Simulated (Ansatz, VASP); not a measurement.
# Ba in VASP and in Ansatz

```
Ba
1.0
     0.00000    3.25407    3.25407
     3.25407    0.00000    3.25407
     3.25407    3.25407    0.00000
Ba
1
Direct
  0.00000 0.00000 0.00000
```

Change from the starting cell: volume scaled by 1.02.

Alike in both runs: task single point; functional RPBE; dispersion D4; k mesh 7 × 7 × 7; occupations gaussian, width 0.1 eV; no spin polarisation.

|  | VASP | Ansatz |
| --- | --- | --- |
| version | VASP 6.6.1 | Ansatz 0.2.0 |
| potentials or method | VASP PAW PBE potentials, release 64 (Ba_sv), cutoff 520 eV | all-electron LAPW, scalar-relativistic |

Ansatz gave:

* gap on the k mesh at the Fermi level (eV): none
* pressure (GPa): -0.3
* dispersion energy (meV/atom): -205.1

What did VASP give for the same quantities?

gap on the k mesh at the Fermi level (eV): none; pressure (GPa): -0.3; dispersion energy (meV/atom): -204.9.

A gap of «none» marks a metal or a gap that the smearing closes. Ansatz ran all-electron here, so the differences hold the error of VASP's frozen core and of both bases.

Caveats: pairwise dispersion overbinds metals, which lowers pressure and volume; the PAW data sets were made with another functional, which shifts forces and pressure a little (VASP). The runs have no spin-orbit coupling, so splittings on Ba are missing.
